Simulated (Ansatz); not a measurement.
WC:

```
CELL_PARAMETERS angstrom
0.00000 2.19268 2.19268
2.19268 0.00000 2.19268
2.19268 2.19268 0.00000
ATOMIC_POSITIONS crystal
W 0.00000 0.00000 0.00000
C 0.50000 0.50000 0.50000
```

Measurements of this composition are mostly on another form, of space group No. 187.

* Program: Ansatz 0.2.0
* Task: relaxation of cell and atoms
* Functional: PBEsol
* Potentials or basis: Ansatz PAW
* Cutoff: 420 eV (not typed: the program's choice for these potentials)
* k mesh: 10 × 10 × 10
* Occupations: fermi-dirac, width 0.05 eV
* Spin: no spin polarisation

At the start: volume 10.54 Å³/atom.

Problem. Where does the relaxation end?

Solution. It ends after 7 steps and the volume is 10.25 Å³/atom (-2.8 %); space group Fm-3m (No. 225, to 0.05 Å).

The path:
```
step  energy change (eV)  largest force (eV/Å)  volume (Å³)
   1              0.0000                0.0000        21.08
   2             -0.0161                0.0000        20.24
   3             -0.0200                0.0000        20.52
   4             -0.0200                0.0000        20.51
   5             -0.0190                0.0000        20.51
   6             -0.0190                0.0000        20.50
   7             -0.0190                0.0000        20.50
```

Final structure:
```
W C
1.0
     0.00000    2.17240    2.17240
     2.17240    0.00000    2.17240
     2.17240    2.17240    0.00000
W C
1 1
Cartesian
  0.0000 0.0000 0.0000
  2.1724 2.1724 2.1724
```

Caveat: the plane-wave basis is chosen anew once the cell has moved, so the energies of steps on either side of that aren't comparable; the pressure holds a Pulay correction of +0.3 GPa for the finite cutoff; the PAW data sets come from PBE, with cores solved anew for the run's functional, which leaves a small shift of forces and pressure.
